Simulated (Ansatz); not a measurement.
Input and command of a calculation in Ansatz (plane waves; scalar-relativistic PAW potentials unless the input names others):

```yaml
crystal:
  lattice:
    - [4.5785777549, 0.0, 0.0]
    - [0.0, 5.5732490131, 0.0]
    - [0.0, 0.0, 4.9240090749]
  atoms:
    - { symbol: Ti, position: [0.0, 0.1772768973, 0.25] }
    - { symbol: Ti, position: [0.5, 0.3227231027, 0.75] }
    - { symbol: Ti, position: [0.0, 0.8227231027, 0.75] }
    - { symbol: Ti, position: [0.5, 0.6772768973, 0.25] }
    - { symbol: O, position: [0.2711338476, 0.3805140688, 0.4190141064] }
    - { symbol: O, position: [0.2288661524, 0.1194859312, 0.9190141064] }
    - { symbol: O, position: [0.7711338476, 0.1194859312, 0.5809858936] }
    - { symbol: O, position: [0.7288661524, 0.3805140688, 0.0809858936] }
    - { symbol: O, position: [0.7288661524, 0.6194859312, 0.5809858936] }
    - { symbol: O, position: [0.7711338476, 0.8805140688, 0.0809858936] }
    - { symbol: O, position: [0.2288661524, 0.8805140688, 0.4190141064] }
    - { symbol: O, position: [0.2711338476, 0.6194859312, 0.9190141064] }
basis:
  ecutwfc: 420
kpoints:
  mp_grid: { grid: [6, 4, 6] }
hamiltonian:
  xc: pbesol
  hubbard: { sites: [{ species: Ti, l: d, u_eff: 8.0 }], double_counting: fll }
scf:
  occupations: { method: gaussian, width: 0.02 }
  eigensolver: { kind: davidson }
output:
  forces: true
  eigenvalues: true
  stress: true
```

```bash
ansatz run input.yaml --threads 2 --pin off --max-ram 5120MiB --backend cpu --events-out ev --progress --plain --runs-dir out
```

Abridged log:
```
Basis set: ecut = 420 eV, 2461 PW (Γ), exchange–correlation on 64×80×72 points (8 copies of the dense FFT grid, shifted against one another)
Bands: 60, of which v1, the nominal top of the filled ones, is band 48 counted from 1 (47 counted from 0)
Symmetry: 8 space group operations
k-points: 48 of 144
SCF iter   1: F=—  HF=-14375.765526 eV  |F-HF|=—  |Δ(HF+E_count)|=         —  Δρ=1.11e-1  dr2=1.68e1  ethr=1.77e-2  ⟨swp⟩=2.0  Hψ=15091  notcnv=0
SCF iter   2: F=—  HF=-14373.147751 eV  |F-HF|=—  |Δ(HF+E_count)|=    2.62e0  Δρ=5.12e-2  dr2=1.30e0  ethr=1.36e-3  ⟨swp⟩=2.8  Hψ=13757  notcnv=0
SCF iter   3: F=—  HF=-14373.225529 eV  |F-HF|=—  |Δ(HF+E_count)|=   7.78e-2  Δρ=2.52e-2  dr2=3.86e-1  ethr=1.35e-3  ⟨swp⟩=2.7  Hψ=6400  notcnv=0
SCF iter   4: F=—  HF=-14373.421887 eV  |F-HF|=—  |Δ(HF+E_count)|=   1.96e-1  Δρ=5.33e-3  dr2=3.27e-2  ethr=4.02e-4  ⟨swp⟩=3.5  Hψ=6841  notcnv=0
SCF iter   5: F=—  HF=-14373.430310 eV  |F-HF|=—  |Δ(HF+E_count)|=   8.42e-3  Δρ=1.58e-3  dr2=3.82e-3  ethr=3.41e-5  ⟨swp⟩=3.2  Hψ=7811  notcnv=0
SCF iter   6: F=—  HF=-14373.430898 eV  |F-HF|=—  |Δ(HF+E_count)|=   5.88e-4  Δρ=5.29e-4  dr2=3.16e-4  ethr=3.98e-6  ⟨swp⟩=3.0  Hψ=6779  notcnv=0
SCF iter   7: F=—  HF=-14373.430993 eV  |F-HF|=—  |Δ(HF+E_count)|=   9.52e-5  Δρ=2.43e-4  dr2=6.96e-5  ethr=3.30e-7  ⟨swp⟩=2.2  Hψ=6220  notcnv=0
SCF iter   8: F=—  HF=-14373.431001 eV  |F-HF|=—  |Δ(HF+E_count)|=   7.58e-6  Δρ=8.71e-5  dr2=9.44e-6  ethr=7.25e-8  ⟨swp⟩=3.0  Hψ=7598  notcnv=0
SCF iter   9: F=—  HF=-14373.431000 eV  |F-HF|=—  |Δ(HF+E_count)|=   7.26e-7  Δρ=1.81e-5  dr2=3.87e-7  ethr=9.83e-9  ⟨swp⟩=2.0  Hψ=5760  notcnv=0
SCF iter  10: F=-14373.431000 eV  HF=-14373.431000 eV  |F-HF|=3.24e-8  |Δ(HF+E_count)|=   9.67e-8  Δρ=6.47e-6  dr2=4.61e-8  ethr=4.03e-10  ⟨swp⟩=3.1  Hψ=7800  notcnv=0
SCF 1 converged in 10 iterations: F = -14373.431000 eV  dr2 = 4.61e-8
  Residual-converged pass: ⟨swp⟩=3.0  Hψ=5981  notcnv=0  max |occ|·‖R‖ = 6.6e-6 eV (tolerance 6.7e-6 eV) dr2=4.70e-8  dr2_onsite=6.74e-9  max |Δocc| = 0.0e0
SCF converged after 10 iterations
Free energy (F): -14373.431000 eV
Harris-Foulkes:  -14373.431000 eV  (|F-HF|=3.24e-8)
Internal energy: -14373.431000 eV  (E = F + TS)
E sigma→0 (E₀):  -14373.431000 eV
Fermi energy:    10.991278 eV
--- Forces (eV/Å), atoms counted from 1 ---
  atom   1  Ti     0.00000000    -0.75799243     0.00000000
  atom   2  Ti     0.00000000     0.75799243     0.00000000
  atom   3  Ti     0.00000000     0.75799243     0.00000000
  atom   4  Ti     0.00000000    -0.75799243     0.00000000
  atom   5  O      0.32134235     0.48017477     0.07235216
  atom   6  O     -0.32134235    -0.48017477     0.07235216
  atom   7  O      0.32134235    -0.48017477    -0.07235216
  atom   8  O     -0.32134235     0.48017477    -0.07235216
  atom   9  O     -0.32134235    -0.48017477    -0.07235216
  atom  10  O      0.32134235     0.48017477    -0.07235216
  atom  11  O     -0.32134235     0.48017477     0.07235216
  atom  12  O      0.32134235    -0.48017477     0.07235216
--- Stress (GPa, compression-positive) ---
        1.680322       0.000000       0.000000
        0.000000      -0.964951       0.000000
        0.000000       0.000000       2.482270
  P = ⅓ Tr σ = 1.0659 GPa (10.659 kbar)
Occupation matrices written to <dir>
```

Apart from outputs and empty bands, the input differs from a reference run on usual settings in scf.eigensolver.kind: not typed → "davidson"; hamiltonian.hubbard: not typed → {"sites": [{"species": "Ti", "l": "d", "u_eff": 8.0}], "double_counting": "fll"}. The reference, at the same geometry (not necessarily relaxed), gave pressure -6.94 GPa, largest force 0.062 eV/Å, gap on the mesh 2.59 eV. This run converged in 10 SCF iterations (reference: 7) with an energy at zero smearing 2.1 eV/atom above the reference's (the Hamiltonian itself differs), pressure 1.07 GPa, largest force 0.758 eV/Å, gap on the mesh 3.54 eV.

It took 52 s on 2 threads of Intel(R) Xeon(R) Processor @ 2.50GHz (Skylake/Cascade Lake) (shared host), peak memory 0.79 GiB.